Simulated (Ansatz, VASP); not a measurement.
# Two plane-wave programs on WC

File INCAR:

```
SYSTEM = WC
ALGO     = Normal         ! electronic algorithm
EDIFF    = 1E-7           ! SCF threshold, eV
ENCUT    = 520            ! plane-wave cutoff, eV
GGA      = PE             ! functional
ISIF     = 2              ! what is computed and relaxed
ISMEAR   = -1             ! smearing method
LASPH    = .TRUE.         ! aspherical terms in the spheres
LCHARG   = .FALSE.        ! write CHGCAR
LREAL    = .FALSE.        ! projectors in reciprocal space
LWAVE    = .FALSE.        ! write WAVECAR
NBANDS   = 26             ! bands
NELM     = 100            ! most SCF steps
PREC     = Accurate       ! precision mode
SIGMA    = 0.05           ! smearing width, eV
```

The input KPOINTS:

```
k-points
0
G
  10 10 6
  0 0 0
```

The input POSCAR:

```
WC
1.0
    2.5822465935      0.0000000000      0.0000000000
   -1.2911232968      2.2362911488      0.0000000000
    0.0000000000      0.0000000000      5.2865349846
W C
2 2
Direct
    0.0000000000      0.0000000000      0.0000000000
    0.0000000000      0.0000000000      0.5000000000
    0.3333333333      0.6666666667      0.2500000000
    0.6666666667      0.3333333333      0.7500000000
```

Input for Ansatz:

```yaml
crystal:
  lattice:
    - [2.5822465935, 0.0, 0.0]
    - [-1.2911232968, 2.2362911488, 0.0]
    - [0.0, 0.0, 5.2865349846]
  atoms:
    - { symbol: W, position: [0.0, 0.0, 0.0] }
    - { symbol: W, position: [0.0, 0.0, 0.5] }
    - { symbol: C, position: [0.3333333333, 0.6666666667, 0.25] }
    - { symbol: C, position: [0.6666666667, 0.3333333333, 0.75] }
kpoints:
  mp_grid: { grid: [10, 10, 6] }
scf:
  occupations: { method: fermi_dirac, width: 0.05 }
hamiltonian:
  xc: pbe
  pseudopotentials: { kind: paw }
output:
  forces: true
  stress: true
  eigenvalues: true
  populations: true
```

Change from the starting cell: volume scaled by 0.72, PAW files.

Alike in both runs: task single point; functional PBE; k mesh 10 × 10 × 6; occupations fermi-dirac, width 0.05 eV; no spin polarisation.

```csv
,VASP,Ansatz
version,VASP 6.6.1,Ansatz 0.2.0
potentials or method,"VASP PAW PBE potentials, release 64 (W_sv, C)","PAW with Ansatz's default frozen-core files, scalar-relativistic"
plane-wave cutoff (eV),520,420
valence electrons in the cell,36,36
```

```csv
,VASP,Ansatz,Ansatz less VASP
pressure (GPa),248.8,243.7,-5.02
largest component of the traceless stress (GPa),0.30,0.05,-0.250
```

The functional is the same, so the differences come from potentials, cutoffs and numerics.

Caveats: the cell as given lies far from equilibrium; so large a pressure means that the cell lies far from this level's equilibrium, or that cutoff or potentials fall short (VASP). The runs have no spin-orbit coupling, so splittings on W are missing.
